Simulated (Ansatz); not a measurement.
# NaH: the cost of one run

Method: DFT PBE, scalar-relativistic, plane waves, PAW, in Ansatz 0.2.0.

## (1) The starting structure

Symmetry: Pm-3m, No. 221, cubic system. The conventional cell has a = 2.955 Å, b = 2.955 Å, c = 2.955 Å, α = 90.00°, β = 90.00°, γ = 90.00°. Na (site symmetry m-3m) is surrounded by 8 H at 2.56 Å. H (site symmetry m-3m) is surrounded by 8 Na at 2.56 Å.

Coordinates:

```
Na H
1.0
     2.95512    0.00000    0.00000
     0.00000    2.95512    0.00000
     0.00000    0.00000    2.95512
Na H
1 1
Direct
  0.00000 0.00000 0.00000
  0.50000 0.50000 0.50000
```

The structure comes from the Materials Project (structure only).

## (2) One atom moved

What differs from the listed cell: atom 1 (Na) moved by 0.23 Å.

Input file input.yaml:

```yaml
crystal:
  lattice:
    - [2.955124, 0.0, 0.0]
    - [0.0, 2.955124, 0.0]
    - [0.0, 0.0, 2.955124]
  atoms:
    - { symbol: Na, position: [0.0, 0.076138937, 0.0] }
    - { symbol: H, position: [0.5, 0.5, 0.5] }
basis:
  ecutwfc: 420
kpoints:
  mp_grid: { grid: [10, 10, 10] }
hamiltonian:
  xc: pbe
scf:
  occupations: { method: gaussian, width: 0.02 }
output:
  forces: true
  stress: true
  eigenvalues: true
```

Command:

```bash
$ ansatz run input.yaml --threads 1 --pin off --max-ram 1331MiB --backend cpu --events-out ev --progress --plain --runs-dir out
```

Q: Estimate wall time and peak memory on 1 thread of an x86-64 CPU, shared host.

About 2.4 s, with a peak of 0.36 GiB.
